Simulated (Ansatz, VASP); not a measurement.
**I in VASP and in Ansatz**

File INCAR:

```
PREC = Accurate
ENCUT = 520
EDIFF = 1E-7
ISMEAR = -1
SIGMA = 0.05
LREAL = F
LASPH = T
NELM = 60
ALGO = Normal
ISIF = 2
LWAVE = F
LCHARG = F
GGA = PS
NBANDS = 10
```

Contents of KPOINTS:

```
Automatic mesh
0
Gamma
  9 9 9
```

POSCAR

```
I
1.0
    0.0000000000      2.3497234514      3.8835988039
    2.1775319666      0.0000000000      3.8835988039
    2.1775319666      2.3497234514      0.0000000000
I
1
Direct
    0.0000000000      0.0000000000      0.0000000000
```

File input.yaml:

```yaml
crystal:
  lattice:
    - [0.0, 2.3497234514, 3.8835988039]
    - [2.1775319666, 0.0, 3.8835988039]
    - [2.1775319666, 2.3497234514, 0.0]
  atoms:
    - { symbol: I, position: [0.0, 0.0, 0.0] }
hamiltonian:
  xc: pbesol
  pseudopotentials: { kind: paw }
kpoints:
  mp_grid: { grid: [9, 9, 9] }
scf:
  occupations: { method: fermi_dirac, width: 0.05 }
output:
  forces: true
  stress: true
  eigenvalues: true
```

Alike in both runs: task single point; functional PBEsol; k mesh 9 × 9 × 9; occupations fermi-dirac, width 0.05 eV; no spin polarisation.

|  | VASP | Ansatz |
| --- | --- | --- |
| version | VASP 6.6.1 | Ansatz 0.2.0 |
| potentials or method | VASP PAW PBE potentials, release 64 (I) | Ansatz PAW |
| plane-wave cutoff (eV) | 520 | 420 |
| valence electrons in the cell | 7 | 17 |

Ansatz gave:

```
gap on the k mesh at the Fermi level (eV)       : none
pressure (GPa)                                  : -0.9
largest component of the traceless stress (GPa) : 0.56
```

**Question.** Which values does VASP return?

**Answer.** gap on the k mesh at the Fermi level (eV): none; pressure (GPa): -0.9; largest component of the traceless stress (GPa): 0.57.

A gap of «none» marks a metal or a gap that the smearing closes. The two sets of potentials don't hold the same shells in valence.

Caveats: an odd number of electrons without spin polarisation forces a metal; a magnetic or distorted state may lie lower; the PAW data sets were made with another functional, which shifts forces and pressure a little (VASP); the PAW data sets come from PBE, with cores solved anew for the run's functional, which leaves a small shift of forces and pressure (Ansatz). The runs have no spin-orbit coupling, so splittings on I are missing.
